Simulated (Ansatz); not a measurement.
# PbSe (Clausthalite) (Fm-3m) in Ansatz: settings compared, part 2 of 2

Ansatz 0.2.0.

## Step 5: Density of states, HF

File run.py:

```python
import json

import ase.io
import numpy as np

import ansatz as az

atoms = ase.io.read("PbSe.cif")
atoms.info.pop("occupancy", None)

calculation = (
    az.Crystal.from_ase(atoms)
    .calculation()
    .kpoints(4, 4, 4)
    .functional("hf")
    .pseudopotentials(kind="paw", accuracy="standard", xc_functional="lda")
    .scf(extra_bands=6)
    .occupations(method="fermi_dirac", width=0.15)
    .density()
    .potential()
    .output_files(volumetric_format="npy")
    .electron_localization_function()
    .density_of_states(energy_step=0.05, projected=False)
    .forces()
    .stress()
    .band_table(publish=True)
)
outcome = calculation.run(threads=2, events_out="events.jsonl")

report = outcome.report
for line in open("events.jsonl"):
    event = json.loads(line)
    if event["event"] == "scf_iter":
        d = event["data"]
        print(f"SCF {d['iter']:3d}  HF = {d['harris_foulkes_ev']:.6f} eV  dr2 = {d['dr2_ev']:.2e} eV")
    elif event["event"] in ("relax_step", "md_step"):
        d = event["data"]
        print(f"{event['event']} {d['step']:3d}  E = {d['lagrangian_ev']:.6f} eV")
np.set_printoptions(precision=5, suppress=True, linewidth=110)
print("converged:", report["converged"], "after", report["n_iterations"], "iterations")
print(f"free energy {report['free_energy_ev']:.6f} eV, Fermi level {report['fermi_energy_ev']:.4f} eV")
for key in ("band_edges_ev", "magnetization_mub", "site_moments_mub", "site_moments_nc_mub", "forces_ev_ang",
                "stress_gpa", "kpoints_frac", "eigenvalues_ev"):
    if report.get(key) is not None:
        print(key, np.array(report[key]), sep="\n")
```

File PbSe.cif:

```cif
data_PbSe
_cell_length_a 4.32841274
_cell_length_b 4.32841274
_cell_length_c 4.32841274
_cell_angle_alpha 60.00000000
_cell_angle_beta 60.00000000
_cell_angle_gamma 60.00000000
_space_group_name_H-M_alt 'P1'
_space_group_name_Hall 'P 1'
_space_group_IT_number 1
loop_
_space_group_symop_operation_xyz
'x,y,z'
loop_
_atom_site_label
_atom_site_type_symbol
_atom_site_symmetry_multiplicity
_atom_site_Wyckoff_symbol
_atom_site_fract_x
_atom_site_fract_y
_atom_site_fract_z
_atom_site_occupancy
Pb1 Pb 1 a 0.0000000000 0.0000000000 0.0000000000 1
Se1 Se 1 a 0.5000000000 0.5000000000 0.5000000000 1
```

Potentials or basis: JTH PAW LDA.

Launch:

```bash
$ python run.py
```

Output:

```text
DeckWarning: basis.ecutwfc = 1800 eV, auto-derived from the records' recommended cutoffs: set by Pb (normal level)
DeckWarning: pseudopotentials/Pb.paw.azcp: the checks of this Pb dataset prove no rule for summing its radial tables, as where they were carried onto another mesh than they were made on, and Gregory's rule is taken, under which a leading mesh point left out moves its sums only by what lay on the interval it spanned. That does not make them correct, and they differ from Quantum ESPRESSO's on this file; a re-export [...]
DeckWarning: pseudopotentials/Se.paw.azcp: the checks of this Se dataset prove no rule for summing its radial tables, as where they were carried onto another mesh than they were made on, and Gregory's rule is taken, under which a leading mesh point left out moves its sums only by what lay on the interval it spanned. That does not make them correct, and they differ from Quantum ESPRESSO's on this file; a re-export [...]
DeckWarning: output.stress: scf.convergence.dr2_threshold = 1e-7 eV (the SCF's general default) is looser than the 2e-10 eV advised for a printed stress (1e-10 eV for each atom of the cell: 2). What an SCF threshold leaves in a stress goes as its square root, and in the free energy as the threshold itself, and one threshold admits the most on a small cell: of the crystals measured, under no hybrid functional and no lock of the mo [...]
DeckWarning: output.stress: scf.exx.energy_threshold = 1e-6 eV is looser than the 2e-8 eV advised for a stress under a hybrid functional (1e-8 eV for each atom of the cell: 2). Every SCF of the exchange loop can meet its threshold on dr2 while the loop round them stops early: no threshold on dr2 bounds what that leaves in the stress. Set scf.exx.energy_threshold to 2e-8 eV or tighter. The threshold is the loop's pass mark: a loop [...]
PlacementWarning: RAYON_NUM_THREADS=2 ignored (pool sized by the plan → 2); use plan(threads=…)
SCF   1  HF = -14233.266711 eV  dr2 = 8.50e-01 eV
SCF   2  HF = -14233.134136 eV  dr2 = 1.26e-01 eV
SCF   3  HF = -14233.101333 eV  dr2 = 2.05e-02 eV
SCF   4  HF = -14233.106063 eV  dr2 = 4.87e-04 eV
SCF   5  HF = -14233.106232 eV  dr2 = 1.73e-04 eV
SCF   6  HF = -14233.106409 eV  dr2 = 1.27e-05 eV
SCF   7  HF = -14233.106423 eV  dr2 = 6.54e-07 eV
SCF   8  HF = -14233.106424 eV  dr2 = 3.15e-08 eV
SCF   9  HF = -14233.106424 eV  dr2 = 7.81e-10 eV
SCF   1  HF = -14242.203063 eV  dr2 = 3.14e-01 eV
[... 11 lines left out ...]
SCF   4  HF = -14242.466922 eV  dr2 = 8.67e-05 eV
SCF   5  HF = -14242.467116 eV  dr2 = 2.98e-05 eV
SCF   6  HF = -14242.467111 eV  dr2 = 1.57e-05 eV
SCF   7  HF = -14242.467146 eV  dr2 = 6.91e-06 eV
SCF   1  HF = -14242.467192 eV  dr2 = 2.22e-06 eV
SCF   2  HF = -14242.467194 eV  dr2 = 5.42e-07 eV
SCF   3  HF = -14242.467195 eV  dr2 = 7.70e-08 eV
SCF   4  HF = -14242.467195 eV  dr2 = 2.56e-09 eV
SCF   1  HF = -14242.467195 eV  dr2 = 7.69e-09 eV
SCF   2  HF = -14242.467195 eV  dr2 = 1.86e-09 eV
converged: True after 31 iterations
free energy -14242.467195 eV, Fermi level 9.1371 eV
magnetization_mub
0.0
forces_ev_ang
[[ 0.  0. -0.]
 [ 0. -0.  0.]]
stress_gpa
[[7.70788 0.      0.     ]
 [0.      7.70788 0.     ]
 [0.      0.      7.70788]]
kpoints_frac
[[ 0.    0.    0.  ]
 [ 0.    0.    0.25]
 [ 0.    0.   -0.5 ]
 [ 0.    0.25  0.25]
 [ 0.    0.25 -0.5 ]
 [ 0.    0.25 -0.25]
 [ 0.   -0.5  -0.5 ]
 [ 0.25 -0.5  -0.25]]
eigenvalues_ev
[[-17.43197 -17.43197 -17.38325 -17.38325 -17.38325 -12.9414   -1.12944   3.24104   3.24104   3.24104
   17.42965  17.42965  17.42965  18.8602   18.8602   18.8602 ]
 [-17.44935 -17.44935 -17.38328 -17.37053 -17.37053 -12.32764  -3.59009   3.4702    3.4702    5.20352
   13.84706  14.77559  14.77559  18.97857  20.42061  20.42061]
 [-17.46858 -17.46858 -17.38404 -17.35592 -17.35592 -11.46724  -5.605     3.73432   3.73432   6.58155
   11.69238  13.16908  13.16908  21.51196  23.44565  23.50357]
 [-17.50243 -17.42338 -17.39216 -17.36324 -17.36324 -12.0957   -3.1625    2.2871    2.2871    4.16307
   14.10499  16.423    17.38971  17.38971  22.56904  22.80212]
 [-17.536   -17.44039 -17.38562 -17.35761 -17.34985 -11.20844  -4.60807   1.10443   2.39611   3.531
   14.81447  15.76051  16.78615  18.31333  23.3615   24.12755]
 [-17.48639 -17.4627  -17.37459 -17.36599 -17.36085 -11.52582  -4.64264   1.06157   3.61624   5.54159
   12.87101  13.76425  16.78913  20.86574  21.0004   22.62727]
 [-17.60476 -17.41509 -17.4013  -17.34195 -17.34195 -10.90694  -3.01846  -1.00687   1.41794   1.41794
   15.35366  18.62188  18.62188  19.19809  24.95896  25.31052]
 [-17.5581  -17.4447  -17.37246 -17.37246 -17.34194 -10.88264  -4.19766   0.05514   0.05514   5.04645
   13.60908  17.41025  17.41025  20.78851  20.78851  25.61001]]
```

Wall time 3.4 min (2 threads of Arm Neoverse V2, shared host); peak memory 2.5 GiB.

What came out:

```yaml
Free_energy: -14242.4672 eV
Pressure: 7.7 GPa
Band_gap_on_the_k_mesh: 5.11 eV, direct
```

States per cell in windows of 0.5 eV (zero at the valence-band top; states under -8 eV left out):
| from (eV) | total |
| --- | --- |
| -8.0 | 0.00 |
| -7.5 | 0.01 |
| -7.0 | 0.06 |
| -6.5 | 0.20 |
| -6.0 | 0.58 |
| -5.5 | 0.50 |
| -5.0 | 0.56 |
| -4.5 | 0.65 |
| -4.0 | 0.81 |
| -3.5 | 0.85 |
| -3.0 | 0.36 |
| -2.5 | 0.52 |
| -2.0 | 0.53 |
| -1.5 | 0.28 |
| -1.0 | 0.07 |
| -0.5 | 0.01 |
| 0.0 | 0.00 |
| 0.5 | 0.00 |
| 1.0 | 0.00 |
| 1.5 | 0.00 |
| 2.0 | 0.00 |
| 2.5 | 0.00 |
| 3.0 | 0.00 |
| 3.5 | 0.00 |
| 4.0 | 0.00 |
| 4.5 | 0.00 |
| 5.0 | 0.00 |
| 5.5 | 0.03 |
| 6.0 | 0.11 |
| 6.5 | 0.31 |
| 7.0 | 0.74 |
| 7.5 | 0.82 |

Caveat: the k mesh is coarse (spacing up to 0.44 Å⁻¹), so the values aren't converged, least of all with exact exchange; the potentials were made for another functional, which shifts forces and pressure; spin-orbit coupling is left out, which as a rule narrows the gap of such compounds by several tenths of an eV; the thresholds are loose for stress. A k mesh can miss the band edges.

## Step 6: Summary

```csv
task,level,potentials or basis,spin,k mesh,cutoff (eV),smearing,driver,eos,points for each segment of the path,other keys,mesh quality,gap on the mesh (eV),pressure (GPa)
equation of state,revPBE,Ansatz PAW,"collinear, random start",8 × 8 × 8,420,fermi-dirac 0.025 eV,calculator,vinet,-,hamiltonian.xc = revpbe,not flagged,-,-
band structure,SVWN5,PseudoDojo LDA,"collinear, program default start",8 × 8 × 8,1170,fermi-dirac 0.025 eV,chain,-,14,-,not flagged,0.19,-2.2
equation of state,r2SCAN+rVV10,as the typed override names,off,8 × 8 × 8,1170,gaussian 0.1 eV,calculator,birch,-,hamiltonian.pseudopotentials = kind nc; …,not flagged,-,-
density of states,HF,JTH PAW LDA,off,4 × 4 × 4,1800,fermi-dirac 0.15 eV,chain,-,-,-,coarse,5.11,7.7
```

Alike in all rows: cell as given.

Caveats: some runs use coarse meshes; spin-orbit coupling is left out, which as a rule narrows the gap of such compounds by several tenths of an eV (some runs); the starting moments weren't kept (some runs); the potentials were made for another functional, which shifts forces and pressure (some runs); the thresholds are loose for stress (some runs).

Total energies depend on the potentials used, so only differences within one code and one set of settings carry meaning.

## Step 7: Comparison with measurements

Step 3. Against the measured gap of PbSe, 0.15 eV (direct; 4.2 K; a printed reference work, monograph), the calculated 0.19 eV is off by +0.04 eV. 2 values of this kind are on record (0.15 to 0.28 eV); this one was drawn at random. Spin-orbit coupling on Pb, Se is left out. The value is that of SVWN5, without temperature or zero-point motion.
